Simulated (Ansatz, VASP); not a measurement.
# Two plane-wave programs on Li2S

Contents of POSCAR:

```
Li2S
1.0
    0.0000000000      2.8452942165      2.8452942165
    2.8452942165      0.0000000000      2.8452942165
    2.8452942165      2.8452942165      0.0000000000
S Li
1 2
Direct
    0.0000000000      0.0000000000      0.0000000000
    0.2500000000      0.2500000000      0.2500000000
    0.7500000000      0.7500000000      0.7500000000
```

File INCAR.step1:

```
PREC = Accurate ; ENCUT = 520
EDIFF = 1E-5 ; ISMEAR = 0
SIGMA = 0.01 ; LREAL = F
LASPH = T ; NELM = 100
ALGO = Normal ; ISIF = 2
LWAVE = T ; GGA = PE
NBANDS = 13
```

The input INCAR.step2:

```
PREC = Accurate ; ENCUT = 520
EDIFF = 1E-7 ; ISMEAR = 0
SIGMA = 0.01 ; LREAL = F
LASPH = T ; NELM = 100
ALGO = Normal ; ISIF = 2
LWAVE = F ; LCHARG = T
GGA = PE ; LHFCALC = T
HFSCREEN = 0.2079 ; PRECFOCK = Normal
LELF = T ; LVHAR = T
ISTART = 1 ; NBANDS = 13
```

File KPOINTS:

```
regular mesh
0
Gamma
  4 4 4
```

Input for Ansatz:

```yaml
crystal:
  lattice:
    - [0.0, 2.8452942165, 2.8452942165]
    - [2.8452942165, 0.0, 2.8452942165]
    - [2.8452942165, 2.8452942165, 0.0]
  atoms:
    - { symbol: S, position: [0.0, 0.0, 0.0] }
    - { symbol: Li, position: [0.25, 0.25, 0.25] }
    - { symbol: Li, position: [0.75, 0.75, 0.75] }
kpoints:
  mp_grid: { grid: [4, 4, 4] }
  band_path:
    path:
      - [0.0, 0.0, 0.0]
      - [0.5, 0.0, 0.5]
      - [0.625, 0.25, 0.625]
      - [0.375, 0.375, 0.75]
      - [0.5, 0.5, 0.5]
      - [0.5, 0.25, 0.75]
      - [0.0, 0.5, 0.5]
    npoints: 1
hamiltonian:
  xc: hse06
scf:
  occupations: { method: fixed }
  n_extra_bands: 4
output:
  forces: true
  stress: true
  eigenvalues: true
  write_density: true
  write_potential: true
  elf: true
  volumetric_format: npy
```

Alike in both runs: task single point; functional HSE06; k mesh 4 × 4 × 4; no spin polarisation.

|  | VASP | Ansatz |
| --- | --- | --- |
| version | VASP 6.6.1 | Ansatz 0.2.0 |
| potentials or method | VASP PAW PBE potentials, release 64 (S, Li_sv) | plane waves, PAW |
| plane-wave cutoff (eV) | 520 | 420 |
| occupations | gaussian, width 0.01 eV | fixed |
| valence electrons in the cell | 12 | 12 |

```csv
,VASP,Ansatz,Ansatz less VASP
gap on the k mesh at the Fermi level (eV),4.33,4.34,+0.006
```

Ansatz warned: «stress_exchange_threshold_loose».

Caveats: the k mesh is coarse (spacing up to 0.48 Å⁻¹), so the values aren't converged, least of all with exact exchange. A k mesh can miss the band edges.
